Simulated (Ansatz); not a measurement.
PbO (Litharge) under changes of volume

One of the cells (19.940 Å³/atom); the others are scaled copies at fixed shape and fractional positions:

```xyz
4
Lattice="3.9900 0.0000 0.0000 0.0000 3.9900 0.0000 0.0000 0.0000 5.0100" Properties=species:S:1:pos:R:3 pbc="T T T"
Pb    1.9950    0.0000    3.8076
Pb    0.0000    1.9950    1.2024
O     1.9950    1.9950    0.0000
O     0.0000    0.0000    0.0000
```

- Program: Ansatz 0.2.0
- Functional: PBE
- Potentials or basis: Ansatz PAW
- Cutoff: 420 eV (not typed: the program's choice for these potentials)
- k mesh: 7 × 7 × 6
- Occupations: fermi-dirac, width 0.05 eV
- Spin: no spin polarisation

| volume (Å³/atom) | energy over the lowest point (meV/atom) | pressure (GPa) | gap on the mesh (eV) | largest force (eV/Å) |
| --- | --- | --- | --- | --- |
| 18.744 | ? | ? | ? | ? |
| 19.142 | 30.91 | 6.9 | 1.34 | 0.550 |
| 19.541 | 16.39 | 4.8 | 1.38 | 0.259 |
| 19.940 | 6.73 | 3.0 | 1.41 | 0.010 |
| 20.339 | 1.42 | 1.3 | 1.44 | 0.260 |
| 20.738 | 0.00 | -0.2 | 1.46 | 0.492 |
| 21.136 | 2.13 | -1.5 | 1.49 | 0.707 |

Question: What does the run at 18.744 Å³/atom give?

Answer: Energy over the lowest point 50.82 meV/atom; pressure 9.2 GPa; gap on the mesh 1.30 eV; largest force 0.865 eV/Å.

Worked out: A Birch-Murnaghan fit of order 3 (a polynomial in V^(-2/3)) to the other rows has its minimum at 20.69 Å³/atom with B0 = V·E''(V) = 74 GPa and B' = 4.5 at fixed shape and positions, which overstates the stiffness. It gives 50.75 meV/atom at 18.744 Å³/atom, against the run's 50.82, and -dE/dV = 9.1 GPa, against 9.2. A straight line through the other rows of the gap, of slope 1.47 eV per unit of ln V, extrapolates to 1.32 eV, against the run's 1.30.

Energies are extrapolated to zero smearing.

Caveats: odd divisions of the mesh miss points on the zone boundary, where band edges often lie, so the gap on the mesh can be too wide; spin-orbit coupling is left out, which as a rule narrows the gap of such compounds by several tenths of an eV.

A mesh can miss the band edges.
